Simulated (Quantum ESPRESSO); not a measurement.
HfN:

```
CELL_PARAMETERS angstrom
0.00000 2.45482 2.45482
2.45482 0.00000 2.45482
2.45482 2.45482 0.00000
ATOMIC_POSITIONS crystal
Hf 0.00000 0.00000 0.00000
N 0.25000 0.25000 0.25000
```

The cell comes from a database or a generator and needn't be the stable form of this composition.

Base run:

* Program: Quantum ESPRESSO 7.5
* Functional: PBEsol
* Potentials or basis: GBRV 1.5 PBEsol
* Cutoff: 612 eV
* Density cutoff: 4898 eV
* k mesh: 9 × 9 × 9
* Occupations: fermi-dirac, width 0.05 eV
* Spin: no spin polarisation
* Hubbard terms: Hf d U = 3 eV

Its results: band gap on the k mesh none (metal or under the smearing width); pressure -0.3 GPa.

**Question.** The run is repeated on the same cell with these changes: hubbard terms from Hf d U = 3 eV to Hf d U = 8 eV. What comes out?

**Answer.** Band gap on the k mesh none (metal or under the smearing width); pressure 9.7 GPa.

Caveats: U without spin polarisation on a metal has little footing.

Not every run made on this cell is shown here.
